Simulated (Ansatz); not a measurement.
**TiAl3 (I4/mmm): equation of state with a fit from a Python script**

Where is the equilibrium volume of TiAl3 (I4/mmm), and how stiff is it? The task is an equation of state with a fit, for TiAl3 (I4/mmm).

Program: Ansatz 0.2.0 through its Python package. Level of theory: DFT PBE, plane waves, PAW. These are calculated values, not measurements.

### 1 The system

Symmetry: I4/mmm, No. 139, tetragonal system. Conventional cell: a = 3.822 Å, b = 3.822 Å, c = 8.561 Å, α = 90.00°, β = 90.00°, γ = 90.00°. Around Ti (site symmetry 4/mmm) lie 12 Al at 2.70 to 2.87 Å. Around Al (site symmetry 4/mmm) lie 4 Ti at 2.70 Å and 8 Al at 2.87 Å. Around Al (site symmetry -4m2) lie 8 Al at 2.70 to 2.87 Å and 4 Ti at 2.87 Å.

The script holds or builds the structure itself.

### 2 The script

Input file run_eos.py:

```python
'''Equation of state of TiAl3.'''

from dataclasses import dataclass

import ansatz as az
import numpy as np


@dataclass(frozen=True)
class Settings:
    smearing: str = 'cold'
    width_ev: float = 0.1
    cutoff: int = 500
    kgrid: tuple[int, ...] = (10, 10, 10)


settings = Settings()

VECTORS = np.array([
    [-1.911107, 1.911107, 4.280669],
    [1.911107, -1.911107, 4.280669],
    [1.911107, 1.911107, -4.280669],
])
SITES = [
    ('Ti', (0.0, 0.0, 0.0)),
    ('Al', (0.5, 0.5, 0.0)),
    ('Al', (0.75, 0.25, 0.5)),
    ('Al', (0.25, 0.75, 0.5)),
]


def crystal_on(cell):
    crystal = az.Crystal(lattice=az.Lattice.of(cell))
    for symbol, position in SITES:
        crystal = crystal.atom(symbol, position)
    return crystal

# scale the volume, keep shape and fractions
volumes, energies, pressures = [], [], []
for scale in np.linspace(0.88, 1.12, 7):
    cell = VECTORS * scale ** (1 / 3)
    job = (
        crystal_on(cell).calculation()
        .occupations(settings.smearing, width=settings.width_ev)
        .basis(settings.cutoff)
        .kpoints(*settings.kgrid)
        .stress()
    )
    data = job.run(threads=1).report
    volumes.append(abs(np.linalg.det(cell)) / len(SITES))
    energies.append(data['free_energy_ev'] / len(SITES))
    pressures.append(np.trace(data['stress_gpa']) / 3)
    print(f'V = {volumes[-1]:8.4f} A^3/atom  F = {energies[-1]:.5f} eV/atom  P = {pressures[-1]:8.3f} GPa')

# third-order Birch-Murnaghan: a cubic in V^(-2/3)
x = np.array(volumes) ** (-2 / 3)
poly = np.polynomial.Polynomial.fit(x, energies, 3).convert()
roots = poly.deriv().roots()
x0 = min((r.real for r in roots if abs(r.imag) < 1e-9 and poly.deriv(2)(r.real) > 0), key=lambda r: abs(r - x.mean()))
v0 = x0 ** -1.5
b0 = 4 / 9 * poly.deriv(2)(x0) * v0 ** (-7 / 3) * 160.21766
b1 = 4 + 2 / 3 * x0 * poly.deriv(3)(x0) / poly.deriv(2)(x0)
print(f'V0 = {v0:.4f} A^3/atom, B0 = {b0:.1f} GPa, dB/dP = {b1:.2f}')
```

### 3 The calls as engine input

The engine receives this input (first run):

```yaml
crystal:
  lattice:
    - [-1.831383205754337, 1.831383205754337, 4.1020964896226175]
    - [1.831383205754337, -1.831383205754337, 4.1020964896226175]
    - [1.831383205754337, 1.831383205754337, -4.1020964896226175]
  atoms:
    - { symbol: Ti, position: [0.0, 0.0, 0.0] }
    - { symbol: Al, position: [0.5, 0.5, 0.0] }
    - { symbol: Al, position: [0.75, 0.25, 0.5] }
    - { symbol: Al, position: [0.25, 0.75, 0.5] }
basis:
  ecutwfc: 500.0
kpoints:
  mp_grid:
    grid: [10, 10, 10]
scf:
  occupations:
    method: cold
    width: 0.1
output:
  stress: true
```

### 4 Running it

Command:

```console
$ python run_eos.py
```

Output:

```text
V =  13.7583 A^3/atom  F = -1028.31587 eV/atom  P =   20.881 GPa
V =  14.3837 A^3/atom  F = -1028.38213 eV/atom  P =   13.321 GPa
V =  15.0090 A^3/atom  F = -1028.42165 eV/atom  P =    7.139 GPa
V =  15.6344 A^3/atom  F = -1028.43931 eV/atom  P =    2.077 GPa
V =  16.2598 A^3/atom  F = -1028.43906 eV/atom  P =   -2.069 GPa
V =  16.8852 A^3/atom  F = -1028.42413 eV/atom  P =   -5.463 GPa
V =  17.5105 A^3/atom  F = -1028.39721 eV/atom  P =   -8.236 GPa
V0 = 15.9329 A^3/atom, B0 = 105.8 GPa, dB/dP = 4.05
```

It took 44 s on 1 thread of Arm Neoverse V1, shared host; peak memory 0.49 GiB.

### 5 What changed from run to run

The engine's inputs for some of the other runs:

Run 4, against run 1:

```diff
@@ -3,3 +3,3 @@
-    - [-1.831383205754337, 1.831383205754337, 4.1020964896226175]
-    - [1.831383205754337, -1.831383205754337, 4.1020964896226175]
-    - [1.831383205754337, 1.831383205754337, -4.1020964896226175]
+    - [-1.911107, 1.911107, 4.280669]
+    - [1.911107, -1.911107, 4.280669]
+    - [1.911107, 1.911107, -4.280669]
```

Run 5, against run 1:

```diff
@@ -3,3 +3,3 @@
-    - [-1.831383205754337, 1.831383205754337, 4.1020964896226175]
-    - [1.831383205754337, -1.831383205754337, 4.1020964896226175]
-    - [1.831383205754337, 1.831383205754337, -4.1020964896226175]
+    - [-1.9362560287565673, 1.9362560287565673, 4.337000051991514]
+    - [1.9362560287565673, -1.9362560287565673, 4.337000051991514]
+    - [1.9362560287565673, 1.9362560287565673, -4.337000051991514]
```

Run 6, against run 1:

```diff
@@ -3,3 +3,3 @@
-    - [-1.831383205754337, 1.831383205754337, 4.1020964896226175]
-    - [1.831383205754337, -1.831383205754337, 4.1020964896226175]
-    - [1.831383205754337, 1.831383205754337, -4.1020964896226175]
+    - [-1.9607682009152771, 1.9607682009152771, 4.391904615410754]
+    - [1.9607682009152771, -1.9607682009152771, 4.391904615410754]
+    - [1.9607682009152771, 1.9607682009152771, -4.391904615410754]
```

### 6 What each run gave

From the records of these 7 runs:

```csv
run,volume (Å³/atom),energy from run 4 (meV/atom),pressure (GPa),SCF cycles,CPU time (s)
1,13.758,123.44,20.88,5,5.6
2,14.384,57.18,13.32,5,5.7
3,15.009,17.66,7.14,5,5.5
4,15.634,0.00,2.08,5,5.6
5,16.260,0.25,-2.07,5,5.7
6,16.885,15.18,-5.46,5,7
7,17.511,42.10,-8.24,6,8.5
```

Energies are free energies F = E - TS of the smeared occupations. 

### 7 What came out

```
                      quantity            value
                 runs compared                7
               range of energy  123.44 meV/atom
lowest point, volume (Å³/atom)           15.634
      equilibrium volume (fit)    15.93 Å³/atom
            bulk modulus (fit)          106 GPa
```

A third-order Birch-Murnaghan fit through the 7 points has its minimum at 15.93 Å³ an atom, 1.9 % above the typed cell, with a bulk modulus of 106 GPa and dB/dP = 4.0. From that minimum the energy rises by 125.3 meV an atom on the compressed side and 44.0 meV on the expanded side. Shape and fractional positions are held along the curve, so the bulk modulus is an upper value where they are free to relax. Pressure is positive in compression. No functional is typed, so the default, PBE, holds. This cell is a computed structure, which may not be the phase found in nature.
